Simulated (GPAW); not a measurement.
Crystal: Fe.

```xyz
1
Lattice="0.0000 1.9417 1.9651 1.4984 0.0000 1.9651 1.4984 1.9417 0.0000" Properties=species:S:1:pos:R:3 pbc="T T T"
Fe    0.0000    0.0000    0.0000
```

| Property | Result |
| --- | --- |
| Program | GPAW 26.7.0 |
| Task | relaxation of cell and atoms |
| Functional | PBEsol |
| Potentials or basis | PAW data sets generated in the run's folder for this functional |
| Cutoff | 600 eV |
| Basis | pw |
| k mesh | 9 × 9 × 9 |
| Occupations | fermi-dirac, width 0.05 eV |
| Spin | collinear spin, ferromagnetic start |
| Starting moments | [3.0] μB |

At the start: pressure -8.4 GPa; volume 11.44 Å³/atom.

Task: Where does the relaxation end?

Result: Over 7 steps the energy falls by 36.3 meV/atom and the volume is 10.93 Å³/atom (-4.4 %); space group Im-3m (No. 229, to 0.05 Å); moment 2.09 μB per cell.

The path:
```tsv
step	energy change (eV)	largest force (eV/Å)	pressure (GPa)	volume (Å³)
1	0.0000	0.0000	-8.43	11.44
2	-0.0152	0.0000	-3.86	11.14
3	-0.0249	0.0000	3.63	10.79
4	-0.0290	0.0000	3.05	10.81
5	-0.0359	0.0000	-0.12	10.93
6	-0.0362	0.0000	-0.15	10.94
7	-0.0363	0.0000	0.01	10.93
```

Final structure:
```
Fe
1.0
     0.00000    1.97828    1.97504
     1.39852    0.00000    1.97504
     1.39852    1.97828    0.00000
Fe
1
Direct
  0.00000 0.00000 0.00000
```

Caveat: each step starts from the last one's moments, so a moment once lost doesn't come back; later steps reuse the first step's grids.
